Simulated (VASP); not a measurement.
Data:

```
CELL_PARAMETERS angstrom
      4.48609     0.00000     0.00000
      0.00000     4.48609     0.00000
      0.00000     0.00000     2.90943
ATOMIC_POSITIONS crystal
  Ge 0.00000 0.00000 0.00000
  Ge 0.50000 0.50000 0.50000
  O  0.30691 0.30691 0.00000
  O  0.80691 0.19309 0.50000
  O  0.19309 0.80691 0.50000
  O  0.69309 0.69309 0.00000
```

The numbers are results of PBE GGA, VASP's PBE PAW potentials (set 64) (plane waves; VASP), not measurements. Run with 520 eV cut-off, 6×6×9 Γ-centred mesh, tetrahedra with Blöchl corrections, potentials Ge_d O.

Question: The job: GeO₂ (rutile), 6 atoms, PBE, static run, 520 eV, 6×6×9 Γ-centred mesh. Roughly how much core time does it take on a busy server core?

Answer: About 3 core-minutes (one run on a shared machine, a rough figure). It had 50 irreducible k-points, 31 bands, up to 1600 plane waves and 15 electronic steps.

The compound is GeO2 in the rutile structure. It was relaxed first, which changed the volume by +6 %.
